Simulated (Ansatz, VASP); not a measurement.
# AgCl (Chlorargyrite): VASP beside Ansatz

```
Ag Cl
1.0
     0.00000    2.67917    2.67917
     2.67917    0.00000    2.67917
     2.67917    2.67917    0.00000
Ag Cl
1 1
Direct
  0.00000 0.00000 0.00000
  0.50000 0.50000 0.50000
```

Alike in both runs: task single point; functional LDA; k mesh 7 × 7 × 7; occupations fermi-dirac, width 0.05 eV; no spin polarisation.

|  | VASP | Ansatz |
| --- | --- | --- |
| version | VASP 6.6.1 | Ansatz 0.2.0 |
| potentials or method | VASP PAW LDA potentials, release 64 (Ag, Cl) | Ansatz PAW |
| plane-wave cutoff (eV) | 520 | 420 |
| valence electrons in the cell | 18 | 26 |

```csv
,VASP,Ansatz,Ansatz less VASP
gap on the k mesh at the Fermi level (eV),0.75,0.72,-0.028
least direct gap on the mesh (eV),3.40,3.37,-0.030
pressure (GPa),-0.1,-0.2,-0.02
```

The two sets of potentials don't hold the same shells in valence.

Caveats: an odd mesh through Γ misses points on the zone boundary, where band edges often lie (VASP); odd divisions of the mesh miss points on the zone boundary, where band edges often lie, so the gap on the mesh can be too wide (Ansatz); the PAW data sets come from PBE, with cores solved anew for the run's functional, which leaves a small shift of forces and pressure (Ansatz). As with any semilocal functional, this LDA gap is likely too small.
